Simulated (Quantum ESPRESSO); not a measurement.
# Y (P6_3/mmc) in Quantum ESPRESSO: reference runs

Reference runs on Y: the cell as given and a disturbed copy.

All numbers are computed with Quantum ESPRESSO 7.5; they aren't measurements. Logs are shortened: lines on timing, memory, paths and dates and some standing lists are left out, and cuts for length are marked.

### Step 1. Starting point

Symmetry: P6_3/mmc, No. 194, hexagonal system. Conventional cell: a = 3.647 Å, b = 3.647 Å, c = 5.731 Å, α = 90.00°, β = 90.00°, γ = 120.00°. Y (site symmetry -6m2) has 12 Y at 3.56 to 3.65 Å as nearest neighbours.

### Step 2. Single point, PBEsol

Contents of pw.in:

```
&CONTROL
  calculation = 'scf'
  prefix = 'pwscf'
  outdir = './tmp'
  pseudo_dir = './pseudo'
  tprnfor = .true.
  tstress = .true.
  disk_io = 'low'
/
&SYSTEM
  ibrav = 0
  celldm(1) = 8
  nat = 2
  ntyp = 1
  ecutwfc = 45
  ecutrho = 360
  nbnd = 18
  occupations = 'smearing'
  smearing = 'fd'
  degauss = 0.00367493
/
&ELECTRONS
  conv_thr = 4d-10
  electron_maxstep = 120
  mixing_beta = 0.5
/
ATOMIC_SPECIES
Y     88.9058 y_pbesol_v1.4.uspp.F.UPF
CELL_PARAMETERS alat
  0.8615733833700   0.0000000000000   0.0000000000000
 -0.4307866916850   0.7461444372316   0.0000000000000
  0.0000000000000   0.0000000000000   1.3536580662226
ATOMIC_POSITIONS crystal
Y      0.6666666667    0.3333333333    0.7500000000
Y      0.3333333333    0.6666666667    0.2500000000
K_POINTS automatic
8 8 5 0 0 0
```

Contents of pp_density.in:

```
&INPUTPP
  prefix = 'pwscf'
  outdir = './tmp'
  filplot = 'density.dat'
  plot_num = 0
/
&PLOT
  nfile = 1
  filepp(1) = 'density.dat'
  iflag = 3
  output_format = 6
  fileout = 'density.cube'
/
```

Contents of pp_potential.in:

```
&INPUTPP
  prefix = 'pwscf'
  outdir = './tmp'
  filplot = 'potential.dat'
  plot_num = 11
/
&PLOT
  nfile = 1
  filepp(1) = 'potential.dat'
  iflag = 3
  output_format = 6
  fileout = 'potential.cube'
/
```

Potentials or basis: GBRV 1.5 PBEsol.

Started as:

```bash
$ OMP_NUM_THREADS=1 mpirun -n 2 pw.x -nk 2 -in pw.in > pw.out
$ OMP_NUM_THREADS=1 mpirun -n 1 pp.x -in pp_density.in > pp_density.out
$ OMP_NUM_THREADS=1 mpirun -n 1 pp.x -in pp_potential.in > pp_potential.out
```

pw.out:

```text
This program is part of the open-source Quantum ESPRESSO suite
     for quantum simulation of materials; please cite
         "P. Giannozzi et al., J. Phys.:Condens. Matter 21 395502 (2009);
         "P. Giannozzi et al., J. Phys.:Condens. Matter 29 465901 (2017);
         "P. Giannozzi et al., J. Chem. Phys. 152 154105 (2020);
     in publications or presentations arising from this work. More details at

     Message from routine setup:
     using ibrav=0 with symmetry is DISCOURAGED, use correct ibrav instead

     K-points division:     npool     =       2
     Subspace diagonalization in iterative solution of the eigenvalue problem:
     a serial algorithm will be used

     G-vector sticks info
     --------------------
     sticks:   dense  smooth     PW     G-vecs:    dense   smooth      PW
     Sum        1165     583    169                51401    18221    2929

     Using Slab Decomposition

     bravais-lattice index     =            0
     lattice parameter (alat)  =       8.0000  a.u.
     unit-cell volume          =     445.5476 (a.u.)^3
     number of atoms/cell      =            2
     number of atomic types    =            1
     number of electrons       =        22.00
     number of Kohn-Sham states=           18
     kinetic-energy cutoff     =      45.0000  Ry
     charge density cutoff     =     360.0000  Ry
     scf convergence threshold =      4.0E-10
     mixing beta               =       0.5000
     number of iterations used =            8  plain     mixing
     Exchange-correlation= SLA  PW   PSX  PSC
                           (   1   4  10   8   0   0   0)

     celldm(1)=   8.000000  celldm(2)=   0.000000  celldm(3)=   0.000000
     celldm(4)=   0.000000  celldm(5)=   0.000000  celldm(6)=   0.000000

     crystal axes: (cart. coord. in units of alat)
               a(1) = (   0.861573   0.000000   0.000000 )
               a(2) = (  -0.430787   0.746144   0.000000 )
               a(3) = (   0.000000   0.000000   1.353658 )

     reciprocal axes: (cart. coord. in units 2 pi/alat)
               b(1) = (  1.160667  0.670112 -0.000000 )
               b(2) = (  0.000000  1.340223  0.000000 )
               b(3) = (  0.000000 -0.000000  0.738739 )

     PseudoPot. # 1 for Y  read from file:
     y_pbesol_v1.4.uspp.F.UPF
     Pseudo is Ultrasoft + core correction, Zval = 11.0
     Generated by new atomic code, or converted to UPF format
     Using radial grid of  885 points,  6 beta functions with:
                l(1) =   0
                l(2) =   0
                l(3) =   1
                l(4) =   1
                l(5) =   2
                l(6) =   2
     Q(r) pseudized with  8 coefficients,  rinner =    1.200   1.200   1.200
                                                       1.200   1.200

     atomic species   valence    mass     pseudopotential
     Y                11.00    88.90580     Y ( 1.00)

     24 Sym. Ops., with inversion, found (12 have fractional translation)

   Cartesian axes

     site n.     atom                  positions (alat units)
         1        Y      tau(   1) = (   0.4307867   0.2487148   1.0152435  )
         2        Y      tau(   2) = (  -0.0000000   0.4974296   0.3384145  )

     number of k points=    30  Fermi-Dirac smearing, width (Ry)=  0.0037
                       cart. coord. in units 2pi/alat
        k(    1) = (   0.0000000   0.0000000   0.0000000), wk =   0.0062500
        k(    2) = (   0.0000000   0.0000000   0.1477478), wk =   0.0125000
        k(    3) = (   0.0000000   0.0000000   0.2954956), wk =   0.0125000
        k(    4) = (   0.0000000   0.1675279   0.0000000), wk =   0.0375000
        k(    5) = (   0.0000000   0.1675279   0.1477478), wk =   0.0750000
        k(    6) = (   0.0000000   0.1675279   0.2954956), wk =   0.0750000
[... 22 lines left out ...]
        k(   29) = (   0.2901668   0.6701115   0.1477478), wk =   0.0750000
        k(   30) = (   0.2901668   0.6701115   0.2954956), wk =   0.0750000

     Dense  grid:    51401 G-vectors     FFT dimensions: (  45,  45,  72)

     Smooth grid:    18221 G-vectors     FFT dimensions: (  30,  30,  48)

     Check: negative core charge=   -0.000001

     Initial potential from superposition of free atoms

     starting charge      21.9918, renormalised to      22.0000
     Starting wfcs are   26 randomized atomic wfcs

     Self-consistent Calculation

     iteration #  1     ecut=    45.00 Ry     beta= 0.50
     Davidson diagonalization with overlap
     ethr =  1.00E-02,  avg # of iterations =  2.0

     Threshold (ethr) on eigenvalues was too large:
     Diagonalizing with lowered threshold

     Davidson diagonalization with overlap
     ethr =  4.38E-05,  avg # of iterations =  5.2

     total energy              =    -185.31037801 Ry
     estimated scf accuracy    <       0.01296434 Ry

     iteration #  2     ecut=    45.00 Ry     beta= 0.50
     Davidson diagonalization with overlap
     ethr =  5.89E-05,  avg # of iterations =  1.4

     total energy              =    -185.31096817 Ry
     estimated scf accuracy    <       0.00169732 Ry

     iteration #  3     ecut=    45.00 Ry     beta= 0.50
     Davidson diagonalization with overlap
     ethr =  7.72E-06,  avg # of iterations =  3.3

     total energy              =    -185.31134695 Ry
     estimated scf accuracy    <       0.00010930 Ry

     iteration #  4     ecut=    45.00 Ry     beta= 0.50
     Davidson diagonalization with overlap
     ethr =  4.97E-07,  avg # of iterations =  3.8

     total energy              =    -185.31137629 Ry
     estimated scf accuracy    <       0.00001892 Ry

     iteration #  5     ecut=    45.00 Ry     beta= 0.50
     Davidson diagonalization with overlap
     ethr =  8.60E-08,  avg # of iterations =  2.9
[... 8 lines left out ...]
     total energy              =    -185.31138038 Ry
     estimated scf accuracy    <       0.00000021 Ry

     iteration #  7     ecut=    45.00 Ry     beta= 0.50
     Davidson diagonalization with overlap
     ethr =  5.97E-10,  avg # of iterations =  3.3

     total energy              =    -185.31138042 Ry
     estimated scf accuracy    <          2.2E-09 Ry

     iteration #  8     ecut=    45.00 Ry     beta= 0.50
     Davidson diagonalization with overlap
     ethr =  1.02E-11,  avg # of iterations =  4.2

     total energy              =    -185.31138042 Ry
     estimated scf accuracy    <          8.8E-10 Ry

     iteration #  9     ecut=    45.00 Ry     beta= 0.50
     Davidson diagonalization with overlap
     ethr =  4.00E-12,  avg # of iterations =  2.6

     End of self-consistent calculation

          k = 0.0000 0.0000 0.0000 (  2309 PWs)   bands (ev):

   -33.2354 -33.1629 -13.5371 -13.0663 -13.0663 -12.9779 -12.9779 -12.9449
     4.6961   7.5001  10.2222  11.0952  11.0952  11.3824  11.6931  11.6931
    12.1330  12.1330

          k = 0.0000 0.0000 0.1477 (  2291 PWs)   bands (ev):

   -33.2286 -33.1699 -13.4834 -13.0579 -13.0579 -13.0046 -12.9864 -12.9864
     4.9530   7.2932  10.0465  10.9810  10.9810  11.1376  11.4908  11.4908
    12.5250  12.5250

          k = 0.0000 0.0000 0.2955 (  2297 PWs)   bands (ev):

   -33.2105 -33.1881 -13.3402 -13.1574 -13.0359 -13.0359 -13.0086 -13.0086
     5.6573   6.5835  10.0874  10.5747  10.9452  10.9452  11.1440  11.1440
    13.2960  13.2961

          k = 0.0000 0.1675 0.0000 (  2293 PWs)   bands (ev):

   -33.2279 -33.1603 -13.5099 -13.1208 -13.0846 -13.0348 -12.9852 -12.9578
     5.0208   7.8022   9.9074  10.4726  11.3506  11.4018  11.7593  11.8312
    11.8485  11.9815

          k = 0.0000 0.1675 0.1477 (  2278 PWs)   bands (ev):

   -33.2215 -33.1668 -13.4639 -13.1088 -13.0752 -13.0709 -12.9948 -12.9844
     5.2665   7.5942   9.7180  10.5082  11.1334  11.2134  11.3358  11.7163
    12.3907  12.4602
[... 21 lines left out ...]
   -33.1902 -33.1735 -13.3754 -13.2952 -13.1321 -13.0849 -13.0537 -13.0472
     6.6685   7.4835   9.4347   9.8628  10.4775  10.7884  11.5853  11.9569
    13.2647  13.3748

          k = 0.0000 0.5026 0.0000 (  2266 PWs)   bands (ev):

   -33.1871 -33.1517 -13.3861 -13.3430 -13.2901 -13.1664 -13.0553 -13.0259
     7.0056   8.4449   8.7433   9.3886  10.8581  10.9602  11.0686  13.5767
    13.5966  13.8750

          k = 0.0000 0.5026 0.1477 (  2263 PWs)   bands (ev):

   -33.1837 -33.1551 -13.4403 -13.3396 -13.2449 -13.1532 -13.0481 -13.0395
     7.0888   8.3075   8.8571   9.4597  10.6699  11.0558  11.1479  13.3632
    13.5897  13.7457

          k = 0.0000 0.5026 0.2955 (  2264 PWs)   bands (ev):

   -33.1749 -33.1639 -13.4550 -13.4119 -13.1376 -13.1184 -13.0750 -13.0661
     7.3694   7.8411   9.2541   9.5623  10.5299  10.7244  11.6888  12.5033
    13.8208  13.9540

          k = 0.0000-0.6701 0.0000 (  2272 PWs)   bands (ev):

   -33.1761 -33.1524 -13.4410 -13.3396 -13.2876 -13.1824 -13.0961 -13.0350
     7.6867   8.1776   8.5469   9.2508  10.7310  10.8220  11.3914  14.3642
    14.7136  14.8249

          k = 0.0000-0.6701 0.1477 (  2264 PWs)   bands (ev):

   -33.1739 -33.1546 -13.4770 -13.3858 -13.2224 -13.1686 -13.0765 -13.0493
     7.5707   8.1499   8.9248   9.1322  10.8399  11.0358  11.1367  13.8763
    14.4498  14.6867

          k = 0.0000-0.6701 0.2955 (  2262 PWs)   bands (ev):

   -33.1679 -33.1606 -13.4968 -13.4600 -13.1321 -13.1272 -13.0865 -13.0734
     7.5946   7.8784   9.2790   9.4231  10.7260  10.8138  11.6615  12.6497
    14.5174  14.6129

          k = 0.1451 0.2513 0.0000 (  2269 PWs)   bands (ev):

   -33.2145 -33.1562 -13.4596 -13.1960 -13.1653 -13.0845 -13.0108 -12.9837
     5.6260   8.3082   9.4620   9.8567  10.9489  11.1821  11.6378  12.0413
    12.1343  12.6674

          k = 0.1451 0.2513 0.1477 (  2270 PWs)   bands (ev):

   -33.2090 -33.1618 -13.4324 -13.1811 -13.1724 -13.0997 -13.0216 -12.9953
     5.8458   8.1039   9.2971   9.9381  10.9045  11.0871  11.4198  12.0575
    12.4218  12.8193

          k = 0.1451 0.2513 0.2955 (  2280 PWs)   bands (ev):

   -33.1945 -33.1765 -13.3578 -13.2589 -13.1149 -13.0913 -13.0475 -13.0364
     6.4623   7.3321   9.5315  10.0057  10.4997  10.8074  11.4973  11.7503
    13.0944  13.4622

          k = 0.1451 0.4188 0.0000 (  2268 PWs)   bands (ev):

   -33.1939 -33.1521 -13.3743 -13.3184 -13.2628 -13.1508 -13.0459 -13.0341
     6.6586   8.7471   8.9493   9.3427  10.7176  10.8127  11.2142  12.7731
    13.1645  13.7679

          k = 0.1451 0.4188 0.1477 (  2282 PWs)   bands (ev):
[... 43 lines left out ...]
   -33.1680 -33.1605 -13.4289 -13.4101 -13.2306 -13.1910 -13.0811 -13.0410
     8.0149   8.3316   9.3067   9.5238   9.9877  10.1371  11.5345  12.2889
    13.8443  14.6076

          k = 0.2902 0.6701 0.0000 (  2262 PWs)   bands (ev):

   -33.1656 -33.1557 -13.3867 -13.2896 -13.2703 -13.2266 -13.1518 -13.1467
     8.3913   8.6540   8.8031   8.9108  10.4151  10.5162  11.5796  13.8256
    14.1666  14.4263

          k = 0.2902 0.6701 0.1477 (  2263 PWs)   bands (ev):

   -33.1646 -33.1566 -13.4019 -13.3461 -13.3078 -13.1782 -13.1442 -13.0905
     8.3428   8.8051   8.9004   8.9806  10.2650  10.2659  11.5918  13.5124
    13.8551  14.3479

          k = 0.2902 0.6701 0.2955 (  2271 PWs)   bands (ev):

   -33.1621 -33.1591 -13.4315 -13.4137 -13.2793 -13.2252 -13.0671 -13.0476
     8.4205   8.6311   9.3148   9.3274   9.8487   9.8778  11.7988  12.4456
    13.9121  14.1060

     the Fermi energy is     9.3443 ev

!    total energy              =    -185.31138042 Ry
     estimated scf accuracy    <          2.0E-11 Ry
     smearing contrib. (-TS)   =      -0.00296819 Ry
     internal energy E=F+TS    =    -185.30841224 Ry

     The total energy is F=E-TS. E is the sum of the following terms:
     one-electron contribution =     -42.11277540 Ry
     hartree contribution      =      26.37022912 Ry
     xc contribution           =     -54.29433211 Ry
     ewald contribution        =    -115.27153385 Ry

     convergence has been achieved in   9 iterations

     Forces acting on atoms (cartesian axes, Ry/au):

     atom    1 type  1   force =     0.00000000   -0.00000000    0.00000000
     atom    2 type  1   force =    -0.00000000    0.00000000    0.00000000

     Total force =     0.000000     Total SCF correction =     0.000000

     Computing stress (Cartesian axis) and pressure

          total   stress  (Ry/bohr**3)                   (kbar)     P=      -20.65
  -0.00012976  -0.00000000   0.00000000          -19.09       -0.00        0.00
  -0.00000000  -0.00012976  -0.00000000           -0.00      -19.09       -0.00
   0.00000000  -0.00000000  -0.00016154            0.00       -0.00      -23.76

=------------------------------------------------------------------------------=
   JOB DONE.
=------------------------------------------------------------------------------=
```

It took 14 s on 2 MPI ranks of Arm Neoverse V2, shared host; peak memory 0.3 GiB.

What came out:

* Free energy: -2521.2898 eV
* Pressure: -2.1 GPa
* Band gap on the k mesh: none (metal or under the smearing width)

### Step 3. Single point, PBEsol (atoms moved at random, drawn with an rms of 0.05 Å)

Contents of pw.in:

```
&CONTROL
  calculation = 'scf'
  prefix = 'pwscf'
  outdir = './tmp'
  pseudo_dir = './pseudo'
  tprnfor = .true.
  tstress = .true.
  disk_io = 'nowf'
/
&SYSTEM
  ibrav = 0
  nat = 2
  ntyp = 1
  ecutwfc = 45
  ecutrho = 360
  nbnd = 18
  occupations = 'smearing'
  smearing = 'fd'
  degauss = 0.00367493
/
&ELECTRONS
  conv_thr = 4d-10
  electron_maxstep = 120
  mixing_beta = 0.5
/
ATOMIC_SPECIES
Y     88.9058 y_pbesol_v1.4.uspp.F.UPF
CELL_PARAMETERS angstrom
   3.6474000000    0.0000000000    0.0000000000
  -1.8237000000    3.1587410578    0.0000000000
   0.0000000000    0.0000000000    5.7306000000
ATOMIC_POSITIONS crystal
Y      0.6700770000    0.3217800000    0.7512290000
Y      0.3305060000    0.6741340000    0.2556330000
K_POINTS automatic
8 8 5 0 0 0
```

Potentials or basis: GBRV 1.5 PBEsol.

Started as:

```bash
$ OMP_NUM_THREADS=1 mpirun -n 2 pw.x -nk 2 -in pw.in > pw.out
```

Run time: 56 s. Hardware: 2 MPI ranks of Arm Neoverse V2, shared host; peak memory 0.38 GiB.

Results (log left out):

```yaml
Free_energy: -2521.2851 eV
Pressure: -2.1 GPa
Largest_force: 0.117 eV/Å
Band_gap_on_the_k_mesh: none (metal or under the smearing width)
```

Forces in eV/Å, atoms in the order of the input:
```
Y   -0.059  0.066  0.077
Y    0.059 -0.066 -0.077
```

Stress tensor (GPa, compression positive):
```
-2.11  0.17 -0.02
 0.17 -1.76  0.02
-0.02  0.02 -2.32
```

Levels at points of the mesh, in eV from the Fermi level:
| k point | band 9 | band 10 | band 11 | band 12 | band 13 | band 14 |
| --- | --- | --- | --- | --- | --- | --- |
| (0.00, 0.00, 0.00) | -4.65 | -1.84 | 0.88 | 1.72 | 1.79 | 1.99 |
| (0.00, -0.50, 0.00) | -1.61 | -1.17 | -0.73 | -0.10 | 1.25 | 1.51 |
| (0.50, -0.50, 0.00) | -1.72 | -1.16 | -0.88 | -0.08 | 1.44 | 1.58 |
| (-0.50, 0.00, 0.00) | -1.64 | -1.17 | -0.77 | -0.09 | 1.34 | 1.50 |
